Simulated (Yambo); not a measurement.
# Si (I4_1/amd) in Yambo: a series of runs, part 2 of 2

Yambo 5.3.0. The steps go on from the part before.

### Step 3. GW quasiparticle levels, PBE

Contents of gw1.in:

```
gw0
dyson
el_el_corr
rim_cut
HF_and_locXC
ppa
em1d
RandQpts= 1000000
RandGvec= 50 RL
EXXRLvcs= 36 Ry
VXCRLvcs= 36 Ry
Chimod= "HARTREE"
% BndsRnXp
 1 | 154 |
%
NGsBlkXp= 6 Ry
% LongDrXp
 1 | 1 | 1 |
%
PPAPntXp= 27.21138 eV
% GbndRnge
 1 | 154 |
%
GTermKind= "BG"
DysSolver= "n"
ExtendOut
% QPkrange
 1 | 13 | 1 | 9 |
%
```

Contents of scf.in:

```
&CONTROL
  calculation = 'scf'
  prefix = 'pwscf'
  outdir = './tmp'
  pseudo_dir = './pseudo'
/
&SYSTEM
  ibrav = 0
  nat = 2
  ntyp = 1
  ecutwfc = 36
  nbnd = 9
  occupations = 'smearing'
  smearing = 'fd'
  degauss = 0.00367493
  force_symmorphic = .true.
/
&ELECTRONS
  conv_thr = 4d-10
  electron_maxstep = 120
  mixing_beta = 0.5
/
ATOMIC_SPECIES
Si    28.0850 Si.upf
CELL_PARAMETERS angstrom
  -2.3713723045    2.3713723045    1.3292653899
   2.3713723045   -2.3713723045    1.3292653899
   2.3713723045    2.3713723045   -1.3292653899
ATOMIC_POSITIONS crystal
Si     0.5000000000    0.5000000000    0.0000000000
Si     0.2500000000    0.7500000000    0.5000000000
K_POINTS automatic
12 12 12 0 0 0
```

Contents of nscf.in:

```
&CONTROL
  calculation = 'nscf'
  prefix = 'pwscf'
  outdir = './tmp'
  pseudo_dir = './pseudo'
/
&SYSTEM
  ibrav = 0
  nat = 2
  ntyp = 1
  ecutwfc = 36
  nbnd = 154
  occupations = 'smearing'
  smearing = 'fd'
  degauss = 0.00367493
  force_symmorphic = .true.
/
&ELECTRONS
  conv_thr = 1d-08
  diago_full_acc = .true.
  diago_thr_init = 1d-06
/
ATOMIC_SPECIES
Si    28.0850 Si.upf
CELL_PARAMETERS angstrom
  -2.3713723045    2.3713723045    1.3292653899
   2.3713723045   -2.3713723045    1.3292653899
   2.3713723045    2.3713723045   -1.3292653899
ATOMIC_POSITIONS crystal
Si     0.5000000000    0.5000000000    0.0000000000
Si     0.2500000000    0.7500000000    0.5000000000
K_POINTS automatic
4 4 4 0 0 0
```

Contents of gw1_1.in:

```
gw0
dyson
el_el_corr
rim_cut
HF_and_locXC
ppa
em1d
RandQpts= 1000000
RandGvec= 50 RL
EXXRLvcs= 36 Ry
VXCRLvcs= 36 Ry
Chimod= "HARTREE"
% BndsRnXp
 1 | 154 |
%
NGsBlkXp= 6 Ry
% LongDrXp
 1 | 1 | 1 |
%
PPAPntXp= 27.21138 eV
% GbndRnge
 1 | 154 |
%
GTermKind= "BG"
DysSolver= "n"
ExtendOut
% QPkrange
 1 | 13 | 1 | 9 |
%
GfnQPdb= "E < gw1/ndb.QP"
XfnQPdb= "E < gw1/ndb.QP"
```

Contents of gw1_2.in:

```
gw0
dyson
el_el_corr
rim_cut
HF_and_locXC
ppa
em1d
RandQpts= 1000000
RandGvec= 50 RL
EXXRLvcs= 36 Ry
VXCRLvcs= 36 Ry
Chimod= "HARTREE"
% BndsRnXp
 1 | 154 |
%
NGsBlkXp= 6 Ry
% LongDrXp
 1 | 1 | 1 |
%
PPAPntXp= 27.21138 eV
% GbndRnge
 1 | 154 |
%
GTermKind= "BG"
DysSolver= "n"
ExtendOut
% QPkrange
 1 | 13 | 1 | 9 |
%
GfnQPdb= "E < gw1_1/ndb.QP"
XfnQPdb= "E < gw1_1/ndb.QP"
```

Contents of gw1_3.in:

```
gw0
dyson
el_el_corr
rim_cut
HF_and_locXC
ppa
em1d
RandQpts= 1000000
RandGvec= 50 RL
EXXRLvcs= 36 Ry
VXCRLvcs= 36 Ry
Chimod= "HARTREE"
% BndsRnXp
 1 | 154 |
%
NGsBlkXp= 6 Ry
% LongDrXp
 1 | 1 | 1 |
%
PPAPntXp= 27.21138 eV
% GbndRnge
 1 | 154 |
%
GTermKind= "BG"
DysSolver= "n"
ExtendOut
% QPkrange
 1 | 13 | 1 | 9 |
%
GfnQPdb= "E < gw1_2/ndb.QP"
XfnQPdb= "E < gw1_2/ndb.QP"
```

Contents of gw1_4.in:

```
gw0
dyson
el_el_corr
rim_cut
HF_and_locXC
ppa
em1d
RandQpts= 1000000
RandGvec= 50 RL
EXXRLvcs= 36 Ry
VXCRLvcs= 36 Ry
Chimod= "HARTREE"
% BndsRnXp
 1 | 154 |
%
NGsBlkXp= 6 Ry
% LongDrXp
 1 | 1 | 1 |
%
PPAPntXp= 27.21138 eV
% GbndRnge
 1 | 154 |
%
GTermKind= "BG"
DysSolver= "n"
ExtendOut
% QPkrange
 1 | 13 | 1 | 9 |
%
GfnQPdb= "E < gw1_3/ndb.QP"
XfnQPdb= "E < gw1_3/ndb.QP"
```

Potentials or basis: PseudoDojo 0.4.1 SR PBE standard.

The run is started by

```console
> OMP_NUM_THREADS=1 pw.x -in scf.in > scf.out
> OMP_NUM_THREADS=1 pw.x -in nscf.in > nscf.out
> cd tmp/pwscf.save; p2y; mv SAVE ../..; cd ../..
> OMP_NUM_THREADS=1 yambo
> mkdir -p gw1; ln -s $PWD/gw0/ndb.RIM gw1/
> OMP_NUM_THREADS=1 yambo -F gw1.in -J gw1 -C gw1_out
> mkdir -p gw1_1; ln -s $PWD/gw0/ndb.RIM gw1_1/
> OMP_NUM_THREADS=1 yambo -F gw1_1.in -J gw1_1 -C gw1_1_out
> # levels in gw1_1/ndb.QP reset to Eo + Z (Sx + Sc(Eo) - Vxc - shift), the shift holding the valence top or Fermi level at zero
> mkdir -p gw1_2; ln -s $PWD/gw0/ndb.RIM gw1_2/
> OMP_NUM_THREADS=1 yambo -F gw1_2.in -J gw1_2 -C gw1_2_out
> # levels in gw1_2/ndb.QP reset to Eo + Z (Sx + Sc(Eo) - Vxc - shift), the shift holding the valence top or Fermi level at zero
> mkdir -p gw1_3; ln -s $PWD/gw0/ndb.RIM gw1_3/
> OMP_NUM_THREADS=1 yambo -F gw1_3.in -J gw1_3 -C gw1_3_out
> # levels in gw1_3/ndb.QP reset to Eo + Z (Sx + Sc(Eo) - Vxc - shift), the shift holding the valence top or Fermi level at zero
> mkdir -p gw1_4; ln -s $PWD/gw0/ndb.RIM gw1_4/
> OMP_NUM_THREADS=1 yambo -F gw1_4.in -J gw1_4 -C gw1_4_out
> # levels in gw1_4/ndb.QP reset to Eo + Z (Sx + Sc(Eo) - Vxc - shift), the shift holding the valence top or Fermi level at zero
```

Yambo's report:

```text
[... sections 02.01 to 02.04 as in the set-up run ...]

  [02.05] Energies & Occupations
  ==============================

  [X] === General ===
  [X] Electronic Temperature                        :  0.258606E-1   300.100    [eV K]
  [X] Bosonic    Temperature                        :  0.258606E-1   300.100    [eV K]
  [X] Finite Temperature mode                       : yes
  [X] El. density                                   :  0.26756E+24 [cm-3]
  [X] Fermi Level                                   :  10.23355 [eV]

  [X] === Gaps and Widths ===
  [X] Conduction Band Min                           :  10.23355 [eV]
  [X] Valence Band Max                              :  10.23355 [eV]
  [X] Filled Bands                                  :  2
  [X] Metallic Bands                                :   3   5
[... 546 lines left out ...]
   wavefunctions                                    : Perdew, Burke & Ernzerhof(X)+Perdew, Burke & Ernzerhof(C)
   QP tot states                                    :  117
   GW solver                                        : Newton
   GW approximation                                 : PPA
   PPA imaginary Energy                             :  27.21138 ev
   RIM G`s                                          :   53
   RIM random pts                                   :  1000000
   dS/dw steps                                      :  2
   dS/dw step                                       :  0.100000 ev
   X G`s                                            :   55 used
   X G`s                                            :   55 disk
   X bands                                          :    1  154
   X poles                                          :  100.0000 o/o
   X e/h E range                                    : -1.000000 -1.000000 ev
   X Hxc Kernel                                     : HARTREE
   X BZ energy Double Grid                          : no
   X Optical Averaged directions                    : none
   Sc/G bands                                       :    1  154
   Sc/G damping                                     :  0.100000 ev
   Sc bands terminator                              : yes
   Sc terminator kind                               : BG
   Sc Terminator pole                               :  40.81708
   Sx RL components                                 :   757

   QP @ state[ 1 ] K range                          :   1  13
   QP @ state[ 1 ] b range                          :   1   9
   GF energies kind                                 : Perdew, Burke & Ernzerhof(X)+Perdew, Burke & Ernzerhof(C)
   GF WF`s kind                                     : Perdew, Burke & Ernzerhof(X)+Perdew, Burke & Ernzerhof(C)
   Xs energies kind                                 : Perdew, Burke & Ernzerhof(X)+Perdew, Burke & Ernzerhof(C)
   Xs WF`s kind                                     : Perdew, Burke & Ernzerhof(X)+Perdew, Burke & Ernzerhof(C)
```

Wall time 33 min (1 thread of Arm Neoverse V1, shared host); peak memory 0.4 GiB.

Results:

```
Band gap on the k mesh, mean-field level : none (metal or under the smearing width)
```

Quasiparticle terms (eV):
```tsv
k point	band	Kohn-Sham level	Vxc	Σx	Σc	Z	result
(0.000, 0.000, 0.000)	1	-14.20	-10.76	-18.33	8.46	0.51	-13.55
(0.000, 0.000, 0.000)	2	-2.74	-11.01	-13.05	1.46	0.75	-2.88
(0.000, 0.000, 0.000)	3	-2.74	-11.01	-13.05	1.46	0.75	-2.88
(0.000, 0.000, 0.000)	4	-2.04	-11.14	-11.33	-0.19	0.75	-2.03
(0.000, 0.000, 0.000)	5	1.27	-9.94	-5.64	-4.41	0.77	1.48
(0.000, 0.000, 0.000)	6	7.24	-11.56	-5.74	-6.10	0.66	7.31
(0.000, 0.000, 0.000)	7	8.83	-11.11	-4.53	-7.21	0.64	8.67
(0.000, 0.000, 0.000)	8	8.85	-11.02	-4.52	-7.03	0.68	8.75
(0.000, 0.000, 0.000)	9	8.85	-11.02	-4.52	-7.03	0.68	8.75
(0.000, 0.000, 0.250)	1	-13.40	-10.77	-18.00	7.84	0.56	-12.84
(0.000, 0.000, 0.250)	2	-7.20	-10.88	-15.08	3.82	0.70	-7.19
(0.000, 0.000, 0.250)	3	-2.02	-11.03	-12.43	0.85	0.75	-2.14
(0.000, 0.000, 0.250)	4	0.14	-10.73	-7.39	-3.54	0.76	0.27
(0.000, 0.000, 0.250)	5	3.58	-11.20	-6.82	-4.61	0.76	3.69
(0.000, 0.000, 0.250)	6	5.48	-10.57	-5.19	-5.53	0.73	5.65
(0.000, 0.000, 0.250)	7	5.91	-10.78	-5.25	-5.79	0.73	6.00
(0.000, 0.000, 0.250)	8	8.20	-10.95	-4.70	-6.83	0.69	8.06
(0.000, 0.000, 0.250)	9	8.63	-10.81	-4.51	-6.87	0.71	8.49
(0.000, 0.000, -0.500)	1	-11.03	-10.80	-16.96	6.25	0.65	-10.73
(0.000, 0.000, -0.500)	2	-11.03	-10.80	-16.96	6.25	0.65	-10.73
```

Caveat: the k mesh is coarse (spacing up to 0.68 Å⁻¹), so the values aren't converged; the plasmon-pole model is rough for a metal; the ground state has no gap, which makes the many-body step unreliable; between passes the levels were reset to the linearisation about the Kohn-Sham level, since this version mixes two points of expansion; the levels printed in its table differ; this version prints the column dSc/dw multiplied by 27.2; the terminator is approximate in this version, by hundredths of an eV.
